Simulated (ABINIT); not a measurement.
Wanted: the native input for an ABINIT 10.8.3 (patched build) run.

```yaml
Task: single point
Functional: PBEsol
Potentials_or_basis: PseudoDojo NC SR PBEsol v0.4.1 standard
Cutoff: 1034 eV
k_mesh: 8 × 8 × 8
Occupations: fermi-dirac, width 0.05 eV
Spin: no spin polarisation
```

AlAu:

```
Au Al
1.0
     3.22394    0.00000    0.00000
     0.00000    3.22394    0.00000
     0.00000    0.00000    3.22394
Au Al
1 1
Direct
  0.50000 0.50000 0.50000
  0.00000 0.00000 0.00000
```

The cell comes from a database or a generator and needn't be the stable form of this composition.

One way to write it, as run:

run.abi

```
# Pseudopotentials
pp_dirpath "./"
pseudos "Au.upf, Al.upf"

# Structure
acell 3*1.0
rprim
     6.0923674217     0.0000000000     0.0000000000
     0.0000000000     6.0923674217     0.0000000000
     0.0000000000     0.0000000000     6.0923674217
ntypat 2
znucl 79 13
natom 2
typat 1 2
xcart
     1.6119710000     1.6119710000     1.6119710000
     0.0000000000     0.0000000000     0.0000000000 Angstrom

# Plane-wave basis
ecut 38.0

# k points
kptopt 1
ngkpt 8 8 8
nshiftk 1
shiftk 0.0 0.0 0.0

# Exchange and correlation
ixc -116133

# Bands and occupations
nband 15
occopt 3
tsmear 0.05 eV

# SCF cycle
nstep 100
tolvrs 1.0e-10

# Output
iomode 3
prtwf 0
prtden 0
prteig 0
prtebands 0
enunit 2
```

Potentials or basis: PseudoDojo NC SR PBEsol v0.4.1 standard.

Command:

```console
$ abinit run.abi > log 2>&1
```

Results of the run:

```json
{"Pressure": "-5.4 GPa", "Band gap on the k mesh": "none (metal or under the smearing width)", "Valence electrons inside the program's atomic spheres": "Au 15.57; Al 0.81"}
```

It took 56 s on 1 thread of Intel(R) Xeon(R) Platinum 8259CL CPU @ 2.50GHz (Skylake/Cascade Lake), on a shared host, peak memory 0.09 GiB.
